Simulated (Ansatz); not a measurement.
# ScAl (Cmcm) in Ansatz: convergence with wavefunction cutoff

Aim: find how far wavefunction cutoff must go before the results for ScAl settle, at r2SCAN. This setting moves, with any that are tied to it; all else stays.

Program: Ansatz 0.2.0. These are calculated values, not measurements. Logs are shortened: lines on timing, memory, paths and dates and some standing lists are left out, and cuts for length are marked.

## 1. The structure

The structure is orthorhombic, space group Cmcm (No. 63). Conventional cell: a = 4.327 Å, b = 10.500 Å, c = 3.771 Å, α = 90.00°, β = 90.00°, γ = 90.00°. Around Sc (site symmetry m2m) lie 7 Al at 2.92 to 3.16 Å. Around Al (site symmetry m2m) lie 2 Al at 2.59 Å and 5 Sc at 2.92 to 2.94 Å.

The cell comes from a database or a generator and needn't be the stable form of this composition.

## 2. With wavefunction cutoff 400 eV

File input.yaml:

```yaml
crystal:
  lattice:
    - [2.163399, -5.250219, 0.0]
    - [2.163399, 5.250219, 0.0]
    - [0.0, 0.0, 3.771292]
  atoms:
    - { symbol: Sc, position: [0.135319, 0.864681, 0.25] }
    - { symbol: Sc, position: [0.864681, 0.135319, 0.75] }
    - { symbol: Al, position: [0.415495, 0.584505, 0.25] }
    - { symbol: Al, position: [0.584505, 0.415495, 0.75] }
hamiltonian:
  xc: r2scan
  pseudopotentials: { kind: nc, accuracy: standard }
kpoints:
  mp_grid: { grid: [6, 6, 6] }
scf:
  occupations: { method: fermi_dirac, width: 0.1 }
output:
  forces: true
  stress: true
  eigenvalues: true
basis:
  ecutwfc: "400 eV"
```

Potentials or basis: PseudoDojo standard (PBE files).

Run with:

```console
ansatz run input.yaml --threads 2 --pin off --max-ram 5632MiB --backend cpu --events-out ev --progress --plain --runs-dir out
```

It took 4.6 s on 2 threads of Arm Neoverse V2, shared host; peak memory 0.43 GiB.

What came out:

```yaml
Free_energy: -2770.0817 eV
Pressure: 0.0 GPa
Largest_force: 0.199 eV/Å
Band_gap_on_the_k_mesh: none (metal or under the smearing width)
```

## 3. With wavefunction cutoff 500 eV

Edit input.yaml of step 2 so:

```diff
@@ -22,2 +22,2 @@
 basis:
-  ecutwfc: "400 eV"
+  ecutwfc: "500 eV"
```

Potentials or basis: PseudoDojo standard (PBE files).

Run with:

```console
ansatz run input.yaml --threads 2 --pin off --max-ram 5632MiB --backend cpu --events-out ev --progress --plain --runs-dir out
```

Wall time 6.5 s (2 threads of Arm Neoverse V2, shared host); peak memory 0.53 GiB.

What came out:

```yaml
Free_energy: -2775.9084 eV
Pressure: -0.7 GPa
Largest_force: 0.113 eV/Å
Band_gap_on_the_k_mesh: none (metal or under the smearing width)
```

## 4. With wavefunction cutoff 600 eV

Edit input.yaml of step 3 so:

```diff
@@ -22,2 +22,2 @@
 basis:
-  ecutwfc: "500 eV"
+  ecutwfc: "600 eV"
```

Run with:

```console
ansatz run input.yaml --threads 2 --pin off --max-ram 5632MiB --backend cpu --events-out ev --progress --plain --runs-dir out
```

Run time: 8 s. Hardware: 2 threads of Arm Neoverse V2, shared host; peak memory 0.59 GiB.

What came out:

* Free energy: -2778.1750 eV
* Pressure: -0.7 GPa
* Largest force: 0.070 eV/Å
* Band gap on the k mesh: none (metal or under the smearing width)

## 5. With wavefunction cutoff 700 eV

Edit input.yaml of step 4 so:

```diff
@@ -22,2 +22,2 @@
 basis:
-  ecutwfc: "600 eV"
+  ecutwfc: "700 eV"
```

Run with:

```console
ansatz run input.yaml --threads 2 --pin off --max-ram 5632MiB --backend cpu --events-out ev --progress --plain --runs-dir out
```

Run time: 8.4 s. Hardware: 2 threads of Arm Neoverse V2, shared host; peak memory 0.68 GiB.

Results:

* Free energy: -2779.0379 eV
* Pressure: -0.5 GPa
* Largest force: 0.052 eV/Å
* Band gap on the k mesh: none (metal or under the smearing width)

## 6. With wavefunction cutoff 850 eV

Edit input.yaml of step 5 so:

```diff
@@ -22,2 +22,2 @@
 basis:
-  ecutwfc: "700 eV"
+  ecutwfc: "850 eV"
```

Potentials or basis: PseudoDojo standard (PBE files).

Run with:

```console
ansatz run input.yaml --threads 2 --pin off --max-ram 5632MiB --backend cpu --events-out ev --progress --plain --runs-dir out
```

Run time: 11 s. Hardware: 2 threads of Arm Neoverse V2, shared host; peak memory 0.76 GiB.

Results (log left out):

```
Free energy            : -2779.3847 eV
Pressure               : -0.5 GPa
Largest force          : 0.056 eV/Å
Band gap on the k mesh : none (metal or under the smearing width)
```

## 7. With wavefunction cutoff 1000 eV

Edit input.yaml of step 6 so:

```diff
@@ -22,2 +22,2 @@
 basis:
-  ecutwfc: "850 eV"
+  ecutwfc: "1000 eV"
```

Run with:

```console
ansatz run input.yaml --threads 2 --pin off --max-ram 5632MiB --backend cpu --events-out ev --progress --plain --runs-dir out
```

Run time: 14 s. Hardware: 2 threads of Arm Neoverse V2, shared host; peak memory 0.93 GiB.

It converged, with:

* Free energy: -2779.4287 eV
* Pressure: -0.5 GPa
* Largest force: 0.055 eV/Å
* Band gap on the k mesh: none (metal or under the smearing width)

## 8. With wavefunction cutoff 1200 eV

Edit input.yaml of step 7 so:

```diff
@@ -22,2 +22,2 @@
 basis:
-  ecutwfc: "1000 eV"
+  ecutwfc: "1200 eV"
```

Run with:

```console
ansatz run input.yaml --threads 2 --pin off --max-ram 5632MiB --backend cpu --events-out ev --progress --plain --runs-dir out
```

Run time: 20 s. Hardware: 2 threads of Arm Neoverse V2, shared host; peak memory 1.3 GiB.

The run converged. Its results:

```yaml
Free_energy: -2779.4311 eV
Pressure: -0.5 GPa
Largest_force: 0.055 eV/Å
Band_gap_on_the_k_mesh: none (metal or under the smearing width)
```

## 9. With wavefunction cutoff 1400 eV

Edit input.yaml of step 8 so:

```diff
@@ -22,2 +22,2 @@
 basis:
-  ecutwfc: "1200 eV"
+  ecutwfc: "1400 eV"
```

Potentials or basis: PseudoDojo standard (PBE files).

Run with:

```console
ansatz run input.yaml --threads 2 --pin off --max-ram 5632MiB --backend cpu --events-out ev --progress --plain --runs-dir out
```

Run time: 26 s. Hardware: 2 threads of Arm Neoverse V2, shared host; peak memory 1.4 GiB.

Results (log left out):

| Quantity | Value |
| --- | --- |
| Free energy | -2779.4319 eV |
| Pressure | -0.5 GPa |
| Largest force | 0.055 eV/Å |
| Band gap on the k mesh | none (metal or under the smearing width) |

## 10. With wavefunction cutoff 1700 eV

Edit input.yaml of step 9 so:

```diff
@@ -22,2 +22,2 @@
 basis:
-  ecutwfc: "1400 eV"
+  ecutwfc: "1700 eV"
```

Potentials or basis: PseudoDojo standard (PBE files).

Run with:

```console
ansatz run input.yaml --threads 2 --pin off --max-ram 5632MiB --backend cpu --events-out ev --progress --plain --runs-dir out
```

Output:

```text
Warning: hamiltonian.xc reads the kinetic-energy density τ on the library's norm-conserving files, and those of Sc, Al were made for PBE. This build holds files of Sc, Al that were made for r²SCAN, which a deck under this functional can read where it names no table (hamiltonian.pseudopotentials.accuracy or source), types no xc_functional and has no exact exchange, max_exx_coeff or level of output.embedding that keeps them out. To compare such runs, type hamiltonian.pseudopotentials: {kind: paw, frozen_core: stored} on both or, where PAW refuses one, {kind: nc, accuracy: standard}
Warning: RAYON_NUM_THREADS=2 ignored (pool sized by the plan → 2); use --threads N
Engine: ansatz 0.2.0, aarch64-unknown-linux-gnu
Pseudopotentials: kind: nc
Pseudopotential: Sc, nc, valence charge 11, recommended cutoff 1061.244064 eV (normal), Sc.nc.azcp (PseudoDojo's, or run here from an input of PseudoDojo's; its table is named by hamiltonian.pseudopotentials.accuracy)
Pseudopotential: Al, nc, valence charge 3, recommended cutoff 544.227725 eV (normal), Al.nc.azcp (PseudoDojo's, or run here from an input of PseudoDojo's; its table is named by hamiltonian.pseudopotentials.accuracy)
Functional definition: r2SCAN
  parameter k0 = 0.174
  parameter k1 = 0.065
  parameter a1 = 4.9479
  exchange = r2scan_x(k0 = k0, k1 = k1, a1 = a1)
  correlation = r2scan_c
Crystal: 4 atoms, lattice volume = 85.671 Å³
Basis set: ecut = 1700 eV, 13645 PW (Γ), exchange–correlation on 320×320×216 points (64 copies of the dense FFT grid, shifted against one another)
Bands: 18, of which v1, the nominal top of the filled ones, is band 14 counted from 1 (13 counted from 0)
Symmetry: 8 space group operations
Space group: Cmcm (ITA 63), of the structure as read, at distance tolerance 4.4e-5 Å
k-points: 52 of 216
Non-local potential: Sc, projectors of the file, l = 0: 2, l = 1: 2, l = 2: 2
Non-local potential: Al, projectors of the file, l = 0: 2, l = 1: 2, l = 2: 2
Initial density: superposition of atomic densities (chi_scale 0.1, normalization cell, long waves kept (reshape's long-wave potential 0.00 eV rms))
Initial wavefunctions: pseudopotential atomic-orbital guess
Functional: x = r2scan, c = r2scan; τ floored in thin density (d = 2e-4 eV/Å³)
SCF iter   1: F=—  HF=-2779.671801 eV  |F-HF|=—  |Δ(HF+E_count)|=         —  Δρ=2.97e-2  dr2=1.51e0  dr2_τ=4.48e-1  ethr=3.10e-3  ⟨swp⟩=6.1  Hψ=5030  notcnv=0
preconditioner: auto → Kerker (q_TF=auto, 2.264 Å⁻¹)  [metal: Δε(μ)=0.006 eV  Ē_g=4.616 eV  σ=0.100 eV  W_gap=0.01  n_scr=12 (ndim 8)  ℏωp=13.9 eV  f_vac=0.000  D(μ)=3.32/eV (n_scr^D=26)]
SCF iter   2: F=—  HF=-2779.475831 eV  |F-HF|=—  |Δ(HF+E_count)|=   1.96e-1  Δρ=1.62e-2  dr2=4.36e-1  dr2_τ=7.66e-2  ethr=3.10e-3  ⟨swp⟩=4.1  Hψ=2176  notcnv=0
SCF iter   3: F=—  HF=-2779.427124 eV  |F-HF|=—  |Δ(HF+E_count)|=   4.87e-2  Δρ=3.64e-3  dr2=1.54e-2  dr2_τ=8.63e-3  ethr=1.56e-3  ⟨swp⟩=3.4  Hψ=1588  notcnv=0
SCF iter   4: F=—  HF=-2779.432553 eV  |F-HF|=—  |Δ(HF+E_count)|=   5.43e-3  Δρ=7.97e-4  dr2=6.54e-4  dr2_τ=1.69e-4  ethr=5.52e-5  ⟨swp⟩=2.9  Hψ=2004  notcnv=0
SCF iter   5: F=—  HF=-2779.432757 eV  |F-HF|=—  |Δ(HF+E_count)|=   2.03e-4  Δρ=3.21e-4  dr2=9.89e-5  dr2_τ=6.85e-5  ethr=2.33e-6  ⟨swp⟩=2.5  Hψ=1740  notcnv=0
SCF iter   6: F=—  HF=-2779.432916 eV  |F-HF|=—  |Δ(HF+E_count)|=   1.60e-4  Δρ=1.05e-4  dr2=1.10e-5  dr2_τ=4.60e-6  ethr=3.53e-7  ⟨swp⟩=2.8  Hψ=1771  notcnv=0
SCF iter   7: F=—  HF=-2779.432920 eV  |F-HF|=—  |Δ(HF+E_count)|=   3.81e-6  Δρ=2.95e-5  dr2=8.18e-7  dr2_τ=4.20e-7  ethr=3.92e-8  ⟨swp⟩=2.8  Hψ=1662  notcnv=0
SCF iter   8: F=-2779.432920 eV  HF=-2779.432920 eV  |F-HF|=5.43e-8  |Δ(HF+E_count)|=   5.35e-8  Δρ=7.12e-6  dr2=8.35e-8  dr2_τ=3.98e-8  ethr=3.57e-10  ⟨swp⟩=9.8  Hψ=6120  notcnv=0
SCF 1 converged in 8 iterations: F = -2779.432920 eV  dr2 = 8.35e-8
SCF converged after 8 iterations
Free energy (F): -2779.432920 eV
Harris-Foulkes:  -2779.432920 eV  (|F-HF|=5.43e-8)
Internal energy: -2779.326540 eV  (E = F + TS)
E sigma→0 (E₀):  -2779.379730 eV
Entropy (-TS):   -0.106380 eV (-26.595 meV/atom)
Fermi energy:    7.861642 eV
--- Per-component energies (eV) ---
  E_band       = -375.932605
  E_kinetic    = 1002.995325
  E_local      = -2369.117711  (includes V_loc(G=0)·N_el)
  E_nonlocal   = 157.732692
  E_hartree    = 680.663233
  E_xc         = -516.651009
  E_vxc        = -564.795781  (∫ρ·V_xc dr)
  E_vtau       = 35.915220  (kinetic-family band-sum trace: ∫τ·v_τ [+ j·A + Jᵃ·Aᵃ] dr)
  E_ewald      = -1734.949070
  E_smearing   = -0.106380  (= −TS)
  E_closure    = 0.000000  (closes the sum)
  Σ components = -2779.432920   (vs F -2779.432920, Δ=0.00e0)
--- Forces (eV/Å), atoms counted from 1 ---
  atom   1  Sc     0.00000000    -0.05441529     0.00000000
  atom   2  Sc    -0.00000000     0.05441529     0.00000000
  atom   3  Al    -0.00000000     0.05353307     0.00000000
  atom   4  Al     0.00000000    -0.05353307     0.00000000
  max |Σ_I F_I| component: 2.78e-17 eV/Å
--- Stress (GPa, compression-positive) ---
       -0.716950       0.000000      -0.000000
        0.000000      -0.104562       0.000000
       -0.000000       0.000000      -0.760560
  P = ⅓ Tr σ = -0.5274 GPa (-5.274 kbar)
--- Band table (eV; the first three rows and the last of 52) ---
  k-point 0: bands = ["-44.2476", "-44.2299", "-21.7682", "-21.7293", "-21.7172", "-21.6899", "-21.6401", "-21.6388", "-0.6011", "4.1533", "5.7903", "7.0110", "7.5896", "8.2487", "8.8343", "8.9939", "10.0822", "10.0842"]
  k-point 1: bands = ["-44.2457", "-44.2303", "-21.7592", "-21.7271", "-21.7166", "-21.7006", "-21.6547", "-21.6464", "-0.2827", "4.3643", "5.9999", "6.4868", "7.0178", "8.2340", "8.4258", "8.8354", "9.9327", "10.1314"]
  k-point 2: bands = ["-44.2409", "-44.2320", "-21.7372", "-21.7222", "-21.7198", "-21.7161", "-21.6864", "-21.6651", "0.6482", "3.9027", "5.6439", "6.5571", "7.0611", "7.7014", "7.8158", "8.2725", "10.3778", "10.5762"]
  k-point 51: bands = ["-44.2357", "-44.2357", "-21.7639", "-21.7639", "-21.7178", "-21.7178", "-21.6524", "-21.6524", "2.6298", "2.6298", "4.8861", "4.8861", "7.5971", "7.5971", "8.4235", "8.4235", "9.6939", "9.6939"]
```

Run time: 35 s. Hardware: 2 threads of Arm Neoverse V2, shared host; peak memory 1.9 GiB.

Results:

```yaml
Free_energy: -2779.4329 eV
Pressure: -0.5 GPa
Largest_force: 0.054 eV/Å
Band_gap_on_the_k_mesh: none (metal or under the smearing width)
```

## 11. Result

```
wavefunction cutoff  energy less the tightest run, at zero smearing (meV/atom)  pressure (GPa)  largest force (eV/Å)  SCF cycles  CPU time (s)  peak memory (GiB)
             400 eV                                                    2336.07            0.04                 0.199           7             9               0.43
             500 eV                                                     880.26           -0.72                 0.113           8            13               0.53
             600 eV                                                     314.17           -0.67                 0.070           8            16               0.59
             700 eV                                                      98.64           -0.52                 0.052           8            17               0.68
             850 eV                                                      12.04           -0.52                 0.056           8            21               0.76
            1000 eV                                                       1.05           -0.52                 0.055           8            29               0.93
            1200 eV                                                       0.44           -0.52                 0.055           8            40                1.3
            1400 eV                                                       0.25           -0.52                 0.055           8            51                1.4
            1700 eV                                                       0.00           -0.53                 0.054           8            69                1.9
```

Against the tightest run, the energy stays within 1 meV/atom from 1200 eV on; the pressure stays within 0.1 GPa from 700 eV on; the largest force stays within 0.005 eV/Å from 700 eV on. The tightest run that finished is the yardstick and may itself not be fully converged.

Caveats: the meta-GGA runs on potentials made for a GGA; the potentials were made for another functional, which shifts forces and pressure.
